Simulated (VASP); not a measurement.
**A VASP 6.6.1 single-point calculation on SiC**

INCAR

```
ENCUT = 520
NBANDS = 11
NSW = 0
EDIFF = 1E-7
LCHARG = .FALSE.
LWAVE = .FALSE.
ISIF = 2
LASPH = .TRUE.
LREAL = .FALSE.
IBRION = -1
PREC = Single
SIGMA = 0.02
GGA = PE
ISMEAR = -1
NELM = 120
```

KPOINTS

```
KPOINTS created by Atomic Simulation Environment
0
Gamma
10 10 10
0 0 0
```

POSCAR

```
Si C
 1.0000000000000000
     0.0000000000000000    2.1344913040000000    2.1344913040000000
     2.1344913040000000    0.0000000000000000    2.1344913040000000
     2.1344913040000000    2.1344913040000000    0.0000000000000000
 Si  C
   1   1
Cartesian
  0.0000000000000000  0.0000000000000000  0.0000000000000000
  1.0672456520000000  1.0672456520000000  1.0672456520000000
```

The recommended PBE PAW datasets give the neutral cell 8 valence electrons.

Command

```
mpirun -np 1 vasp_std
```

Q: How does this run end, and what does it give?

A: It converged. Results: gap between bands v and c on the k mesh 1.30 eV; least direct gap on the k mesh 4.60 eV; pressure 18.9 GPa. Band v is the last that the valence electrons fill when counted band by band, and c is the next.

OSZICAR

```
N       E                     dE             d eps       ncg     rms          rms(c)
DAV:   1     0.269440630379E+01    0.26944E+01   -0.41160E+03  1098   0.620E+02
DAV:   2    -0.164696548046E+02   -0.19164E+02   -0.17993E+02  1332   0.108E+02
DAV:   3    -0.170080859287E+02   -0.53843E+00   -0.53720E+00  1259   0.153E+01
DAV:   4    -0.170099747162E+02   -0.18888E-02   -0.18886E-02  1176   0.116E+00
DAV:   5    -0.170099824054E+02   -0.76892E-05   -0.76891E-05  1255   0.674E-02    0.949E+00
DAV:   6    -0.150534090476E+02    0.19566E+01   -0.66012E+00  1160   0.118E+01    0.427E+00
DAV:   7    -0.149826802448E+02    0.70729E-01   -0.46946E-01  1220   0.387E+00    0.190E+00
DAV:   8    -0.149744503144E+02    0.82299E-02   -0.21293E-02  1172   0.974E-01    0.171E-01
DAV:   9    -0.149745565458E+02   -0.10623E-03   -0.14970E-03  1269   0.226E-01    0.116E-01
DAV:  10    -0.149746564538E+02   -0.99908E-04   -0.20476E-04  1148   0.892E-02    0.265E-02
DAV:  11    -0.149746583640E+02   -0.19102E-05   -0.33489E-05  1250   0.312E-02    0.672E-03
DAV:  12    -0.149746587403E+02   -0.37633E-06   -0.15245E-06  1205   0.752E-03    0.119E-03
DAV:  13    -0.149746587781E+02   -0.37800E-07   -0.65886E-08   930   0.186E-03
   1 F= -.14974659E+02 E0= -.14974659E+02  d E =-.149891E-11
```

For comparison, a separate PBE run of the intended cell, on usual settings and not on those above, gives a gap of 1.30 eV on its mesh and a pressure of 18.9 GPa.
